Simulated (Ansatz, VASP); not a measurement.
**One calculation of HgTe, two programs**

```xyz
2
Lattice="0.0000 2.9215 2.8339 2.9215 0.0000 2.8339 2.9215 2.9215 0.0000" Properties=species:S:1:pos:R:3 pbc="T T T"
Hg    0.0000    0.0000    0.0000
Te    2.9215    2.9215    2.8339
```

Change from the starting cell: zz strain of -3 %.

Alike in both runs: task single point; functional PBE; k mesh 10 × 10 × 10; occupations fermi-dirac, width 0.08 eV; no spin polarisation.

|  | VASP | Ansatz |
| --- | --- | --- |
| version | VASP 6.6.1 | Ansatz 0.2.0 |
| potentials or method | VASP PAW PBE potentials, release 64 (Hg, Te), cutoff 520 eV | all-electron LAPW, scalar-relativistic |

Ansatz gave:

* pressure (GPa): 13.8
* largest component of the traceless stress (GPa): 3.52

Problem. What did VASP give for the same quantities?

Solution. Pressure (GPa): 14.0; largest component of the traceless stress (GPa): 3.59.

Ansatz ran all-electron here, so the differences hold the error of VASP's frozen core and of both bases.

The runs have no spin-orbit coupling, so splittings on Hg, Te are missing.
